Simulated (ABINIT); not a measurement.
# BN (P6_3mc) in ABINIT: further runs

The runs below take BN through single point, with PBE.

Everything below comes from runs of ABINIT 10.8.3 (patched build). Logs are shortened: lines on timing, memory, paths and dates and some standing lists are left out, and cuts for length are marked. The log counts tension as positive stress, the text compression.

### 1 The undisturbed crystal

It takes space group P6_3mc (No. 186, hexagonal). The conventional cell has a = 2.554 Å, b = 2.554 Å, c = 4.227 Å, α = 90.00°, β = 90.00°, γ = 120.00°. Around N (site symmetry 3m) lie 4 B at 1.57 to 1.58 Å. Around B (site symmetry 3m) lie 4 N at 1.57 to 1.58 Å.

Measurements of this composition are mostly on another form, of space group No. 194.

### 2 Single point, PBE, 5.97 Å³/atom (biaxial strain of 0 %)

Input file run.abi:

```
# Pseudopotentials
pp_dirpath "./"
pseudos "N.GGA_PBE-JTH.xml, B.GGA_PBE-JTH.xml"

# Structure
acell 2.5539396017 2.5539396017 4.226855 Angstrom
rprim
     1.0000000000     0.0000000000     0.0000000000
    -0.5000000000     0.8660254038     0.0000000000
     0.0000000000     0.0000000000     1.0000000000
ntypat 2
znucl 7 5
natom 4
typat 1 1 2 2
xcart
    -0.0000000002     1.4745177166     0.5295234870
     1.2769698010     0.7372588582     2.6429509870
    -0.0000000002     1.4745177166     2.1122608880
     1.2769698010     0.7372588582     4.2256883880 Angstrom

# Plane-wave basis
ecut 26.0
pawecutdg 48.0
pawxcdev 0

# k points
kptopt 1
ngkpt 12 12 6
nshiftk 1
shiftk 0.0 0.0 0.0

# Exchange and correlation
ixc 11

# Bands and occupations
nband 12
occopt 3
tsmear 0.05 eV

# SCF cycle
nstep 100
tolvrs 1.0e-9

# Output
iomode 3
prtwf 0
prtden 0
prteig 0
prtebands 0
enunit 2
```

Potentials or basis: JTH PAW PBE v2.0.

The run is started by

```sh
abinit run.abi > log 2>&1
```

run.abo:

```text
.Version 10.8.3 of ABINIT
 Symmetries : space group P6_3 m c (#186); Bravais hP (primitive hexag.)
================================================================================
 Values of the parameters that define the memory need of the present run
     intxc =       0    ionmov =       0      iscf =      17    lmnmax =       8
     lnmax =       4     mgfft =      40  mpssoang =       2    mqgrid =    3001
     natom =       4  nloc_mem =       2    nspden =       1   nspinor =       1
    nsppol =       1      nsym =      12    n1xccc =       1    ntypat =       2
    occopt =       3   xclevel =       2
       mpw =        1041          nfft =       23040          nkpt =          76
 PAW method is used; the additional fine FFT grid is defined by:
   mgfftf=        50    nfftf =     51200
================================================================================
================================================================================

--------------------------------------------------------------------------------
------------- Echo of variables that govern the present computation ------------
--------------------------------------------------------------------------------
 -outvars: echo values of preprocessed input variables --------
            acell      4.8262463893E+00  4.8262463893E+00  7.9875983239E+00 Bohr
              amu      1.40067400E+01  1.08110000E+01
             ecut      2.60000000E+01 Hartree
           enunit           2
                       outvar_i_n : Printing only first  50 k-points.
              ixc          11
                       outvar_i_n : Printing only first  50 k-points.
         kptrlatt       12    0    0      0   12    0      0    0    6
          kptrlen      4.79255899E+01
            natom           4
            nband          12
            ngfft          24      24      40
          ngfftdg          32      32      50
             nkpt          76
            nstep         100
             nsym          12
           ntypat           2
                       prtocc : prtvol=0, do not print more k-points.
           occopt           3
        pawecutdg      4.80000000E+01 Hartree
         pawxcdev           0
           prtden           0
        prtebands           0
           prteig           0
            prtwf           0
            rprim      1.0000000000E+00  0.0000000000E+00  0.0000000000E+00
                      -5.0000000000E-01  8.6602540380E-01  0.0000000000E+00
                       0.0000000000E+00  0.0000000000E+00  1.0000000000E+00
          spgroup         186
           tolvrs      1.00000000E-09
           tsmear      1.83746611E-03 Hartree
            typat      1  1  2  2
           useylm           1
                       outvars : Printing only first  50 k-points.
           xangst     -2.4999871910E-11  1.4745177165E+00  5.2952348700E-01
                       1.2769698008E+00  7.3725885826E-01  2.6429509870E+00
[... 168 lines left out ...]
 frms,max,avg= 8.7915461E-03 1.5227405E-02   0.000E+00  0.000E+00 -2.999E-04 e/A
 length scales=  4.826246389323  4.826246389323  7.987598323924 bohr
              =  2.553939601700  2.553939601700  4.226855000000 angstroms
 Fermi (or HOMO) energy (hartree) =   0.37274   Average Vxc (hartree)=  -0.46859
 Eigenvalues (hartree) for nkpt=  76  k points:
 kpt#   1, nband= 12, wtk=  0.00116, kpt=  0.0000  0.0000  0.0000 (reduced coord)
  -0.42647   -0.27576   -0.07865    0.24232    0.24232    0.30945    0.31958    0.31958
   0.62523    0.62523    0.63241    0.66492
      occupation numbers for kpt#   1
   2.00000    2.00000    2.00000    2.00000    2.00000    2.00000    2.00000    2.00000
   0.00000    0.00000    0.00000    0.00000
 prteigrs : prtvol=0 or 1, do not print more k-points.

 Fermi (or HOMO) energy (eV) =  10.14285   Average Vxc (eV)= -12.75099
 Eigenvalues (   eV  ) for nkpt=  76  k points:
 kpt#   1, nband= 12, wtk=  0.00116, kpt=  0.0000  0.0000  0.0000 (reduced coord)
 -11.60480   -7.50381   -2.14024    6.59385    6.59385    8.42056    8.69608    8.69608
  17.01340   17.01340   17.20881   18.09333
 prteigrs : prtvol=0 or 1, do not print more k-points.

--- !EnergyTerms
iteration_state     : {dtset: 1, }
comment             : Components of total free energy in Hartree
kinetic             :  1.58557947994891E+01
hartree             :  3.67260596596133E+00
xc                  : -7.81611632106338E+00
Ewald energy        : -2.62144470554661E+01
psp_core            :  1.44750279301306E+00
local_psp           : -1.56706719042377E+01
PAW spherical_terms :  2.77060684453287E+00
internal            : -2.59547248777709E+01
'-kT*entropy'       :  1.20885572276703E-15
total_energy        : -2.59547248777709E+01
total_energy_eV     : -7.06264043557195E+02
...

--- !EnergyTermsDC
iteration_state     : {dtset: 1, }
comment             : '"Double-counting" decomposition of free energy'
band_energy         :  4.17223019846834E-01
Ewald energy        : -2.62144470554661E+01
psp_core            :  1.44750279301306E+00
xc_dc               : -2.07867749548453E+00
PAW spherical_terms :  4.73676300962634E-01
internal            : -2.59547224371281E+01
'-kT*entropy'       :  1.20885572276703E-15
total_energy_dc     : -2.59547224371281E+01
total_energy_dc_eV  : -7.06263977143923E+02
...

--- !EnergyTermsWithPAWCore
iteration_state     : {dtset: 1, }
comment             : 'Components of total free energy, including PAW core contributions'
Total energy        : -1.59392232717072E+02
Total energy DC     : -1.59392230276429E+02
Total energy (eV)   : -4.33728360907353E+03
Total energy DC (eV): -4.33728354266026E+03
...

 Cartesian components of stress tensor (hartree/bohr^3)
  sigma(1 1)= -4.68211146E-06  sigma(3 2)=  0.00000000E+00
  sigma(2 2)= -4.68211178E-06  sigma(3 1)=  0.00000000E+00
  sigma(3 3)=  2.09011918E-05  sigma(2 1)=  0.00000000E+00

-Cartesian components of stress tensor (GPa)         [Pressure= -1.1314E-01 GPa]
- sigma(1 1)= -1.37752475E-01  sigma(3 2)=  0.00000000E+00
- sigma(2 2)= -1.37752484E-01  sigma(3 1)=  0.00000000E+00
- sigma(3 3)=  6.14934294E-01  sigma(2 1)=  0.00000000E+00

== END DATASET(S) ==============================================================
================================================================================

 -outvars: echo values of variables after computation  --------
            acell      4.8262463893E+00  4.8262463893E+00  7.9875983239E+00 Bohr
           etotal     -2.5954722437E+01
            fcart     -7.2529218522E-28 -3.2211356798E-29 -2.9612587251E-04
                       1.6737511967E-28 -3.2211356798E-29 -2.9612587251E-04
                       3.9054194589E-28  9.6634070393E-29  2.9612587251E-04
                       1.6737511967E-28 -3.2211356798E-29  2.9612587251E-04
            rprim      1.0000000000E+00  0.0000000000E+00  0.0000000000E+00
                      -5.0000000000E-01  8.6602540380E-01  0.0000000000E+00
                       0.0000000000E+00  0.0000000000E+00  1.0000000000E+00
           strten     -4.6821114589E-06 -4.6821117816E-06  2.0901191833E-05
                       0.0000000000E+00  0.0000000000E+00  0.0000000000E+00
           xangst     -2.4999871910E-11  1.4745177165E+00  5.2952348700E-01
                       1.2769698008E+00  7.3725885826E-01  2.6429509870E+00
                      -2.4999871910E-11  1.4745177165E+00  2.1122608880E+00
                       1.2769698008E+00  7.3725885826E-01  4.2256883880E+00
             xred      3.3333333332E-01  6.6666666666E-01  1.2527600000E-01
                       6.6666666665E-01  3.3333333332E-01  6.2527600000E-01
                       3.3333333332E-01  6.6666666666E-01  4.9972400000E-01
                       6.6666666665E-01  3.3333333332E-01  9.9972400000E-01
 Calculation completed.
```

Run time: 26 s. Hardware: 1 thread of Arm Neoverse V1, shared host; peak memory 0.11 GiB.

What came out:

- Free energy: -706.2640 eV
- Pressure: -0.1 GPa
- Largest force: 0.015 eV/Å
- Band gap on the k mesh: 5.19 eV, indirect (least direct gap 8.22 eV)
- Valence electrons inside the program's atomic spheres: N 2.68; B 2.06

### 3 Single point, PBE, 5.50 Å³/atom (biaxial strain of -4 %)

run.abi, as its differences from that of step 2:

```diff
@@ -5,3 +5,3 @@
 # Structure
-acell 2.5539396017 2.5539396017 4.226855 Angstrom
+acell 2.4517820176 2.4517820177 4.226855 Angstrom
 rprim
@@ -15,6 +15,9 @@
 xcart
-    -0.0000000002     1.4745177166     0.5295234870
-     1.2769698010     0.7372588582     2.6429509870
-    -0.0000000002     1.4745177166     2.1122608880
-     1.2769698010     0.7372588582     4.2256883880 Angstrom
+    -0.0000000002     1.4155370079     0.5295234870
+     1.2258910089     0.7077685039     2.6429509870
+    -0.0000000002     1.4155370079     2.1122608880
+     1.2258910089     0.7077685039     4.2256883880 Angstrom
+chkprim 0
+chksymtnons 0
+tolsym 1.0e-6
```

Potentials or basis: JTH PAW PBE v2.0.

The run is started by

```sh
abinit run.abi > log 2>&1
```

Run time: 27 s. Hardware: 1 thread of Arm Neoverse V1, shared host; peak memory 0.11 GiB.

It converged, with:

| Property | Result |
| --- | --- |
| Free energy | -705.9811 eV |
| Pressure | 36.0 GPa |
| Largest force | 0.183 eV/Å |
| Band gap on the k mesh | 4.88 eV, indirect (least direct gap 7.58 eV) |

Caveat: the atomic spheres overlap.
